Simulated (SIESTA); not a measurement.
Runs of SIESTA 5.4.2 on Tl. The cell holds a slab with vacuum, 5 atoms: a = 3.362 Å, b = 3.362 Å, c = 25.980 Å, α = 90.00°, β = 90.00°, γ = 109.47°. 

```csv
level,potentials or basis,gap on the mesh (eV),largest force (eV/Å)
RPBE,"PseudoDojo 0.4 standard (PBE files), DZP (energy shift 0.003 Ry; two zetas on semicore shells)",none,0.33
LDA,"PseudoDojo 0.4 standard (LDA files), DZP (energy shift 0.003 Ry; two zetas on semicore shells)",none,0.07
revPBE,"PseudoDojo 0.4 standard (PBE files), DZP (energy shift 0.003 Ry; two zetas on semicore shells)",none,0.31
PW91,"PseudoDojo 0.4 standard (PBE files), DZP (energy shift 0.003 Ry; two zetas on semicore shells)",none,(a)
WC,"PseudoDojo 0.4 standard (PBEsol files), DZP (energy shift 0.003 Ry; two zetas on semicore shells)",none,0.07
```

Alike in all rows: task band structure; no spin polarisation; cell as given; k mesh 8 × 8 × 1; smearing fermi-dirac 0.05 eV; grid cutoff 500 Ry; energy shift 0.003 Ry.

Fill in the values left out.

(a) 0.22.

Caveats: spin-orbit coupling is left out, which moves the levels of the heavy elements; the basis of atomic orbitals isn't converged, which shifts pressures, moduli and gaps; the potentials were made for another functional, which shifts forces and pressure (some runs).

A k mesh can miss the band edges, and the runs leave out spin-orbit coupling on Tl.

A gap of «none» marks a metal or a gap under the smearing width.
